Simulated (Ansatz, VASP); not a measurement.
One calculation of Sb3H, two programs

Contents of INCAR:

```
SYSTEM = Sb3H
ALGO = Normal
DIPOL = 0.5 0.5 0.476
EDIFF = 1E-6
EDIFFG = -0.03
ENCUT = 520
GGA = PS
IBRION = 2
IDIPOL = 3
ISIF = 2
ISMEAR = 0
LASPH = .True.
LCHARG = .False.
LDIPOL = .True.
LREAL = .False.
LWAVE = .False.
NELM = 80
NSW = 90
PREC = Accurate
SIGMA = 0.1
```

Contents of KPOINTS:

```
k-points
0
Gamma
  9 9 1
  0 0 0
```

The input POSCAR:

```
Sb3H
1.0
    3.0617437800      0.0000000000      0.0000000000
    0.0000000000      3.0617437800      0.0000000000
    0.0000000000      0.0000000000     25.1234875600
Sb H
3 1
Selective dynamics
Direct
    0.0000000000      0.0000000000      0.3383288240  F F F
    0.0000000000      0.0000000000      0.4559479729  T T T
    0.0000000000      0.0000000000      0.5735446942  T T T
    0.5000000000      0.5000000000      0.5353334388  T T T
```

Input for Ansatz:

```yaml
crystal:
  lattice:
    - [3.06174378, 0.0, 0.0]
    - [0.0, 3.06174378, 0.0]
    - [0.0, 0.0, 25.12348756]
  atoms:
    - { symbol: Sb, position: [0.0, 0.0, 0.338328824] }
    - { symbol: Sb, position: [0.0, 0.0, 0.4559479729] }
    - { symbol: Sb, position: [0.0, 0.0, 0.5735446942] }
    - { symbol: H, position: [0.5, 0.5, 0.5353334388] }
basis:
  ecutwfc: 420
kpoints:
  mp_grid: { grid: [9, 9, 1] }
hamiltonian:
  xc: pbesol
scf:
  occupations: { method: gaussian, width: 0.1 }
output:
  forces: true
  eigenvalues: true
relax:
  adjacent_minimum: "off"
  f_tol: 0.03
  max_steps: 70
  constraints: [{ sites: [0] }]
efield:
  axis: 3
  dipole_correction: true
```

Alike in both runs: task relaxation of the atoms; functional PBEsol; k mesh 9 × 9 × 1; occupations gaussian, width 0.1 eV; no spin polarisation.

```csv
,VASP,Ansatz
version,VASP 6.6.1,Ansatz 0.2.0
potentials or method,"VASP PAW PBE potentials, release 64 (Sb, H)","scalar-relativistic, plane waves, PAW"
plane-wave cutoff (eV),520,420
valence electrons in the cell,16,46
```

```csv
,VASP,Ansatz,Ansatz less VASP
"gap on the k mesh at the Fermi level, each at its own relaxed structure (eV)",none,none,-
energy change over the relaxation (meV/atom),-41,-41,-0.7
```

A gap of «none» marks a metal or a gap that the smearing closes. The two sets of potentials don't hold the same shells in valence.

 The runs have no spin-orbit coupling, so splittings on Sb are missing.
